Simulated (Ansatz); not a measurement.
The system is Ge.

```
Ge
1.0
     0.00000    2.82891    2.82891
     2.82891    0.00000    2.82891
     2.82891    2.82891    0.00000
Ge
2
Direct
  0.75000 0.75000 0.75000
  0.50000 0.50000 0.50000
```

Base run:

| Property | Result |
| --- | --- |
| Program | Ansatz 0.2.0 |
| Functional | PBE0 form with a typed share of exact exchange |
| Potentials or basis | Ansatz PAW |
| Cutoff | 420 eV (not typed: the program's choice for these potentials) |
| k mesh | 5 × 5 × 5 |
| Occupations | fermi-dirac, width 0.05 eV |
| Spin | no spin polarisation |

Its results: band gap on the k mesh 2.09 eV, indirect (least direct gap 2.15 eV); pressure -0.2 GPa.

**Question.** The run is repeated on the same cell with these changes: share of exact exchange from 0.35 to 0.15. What comes out?

**Answer.** Band gap on the k mesh 0.89 eV, direct; pressure 1.8 GPa.

Caveats: odd divisions of the mesh miss points on the zone boundary, where band edges often lie, so the gap on the mesh can be too wide; the PAW data sets come from PBE, with cores solved anew for the run's functional, which leaves a small shift of forces and pressure; the thresholds are loose for stress.

A k mesh can miss the band edges.
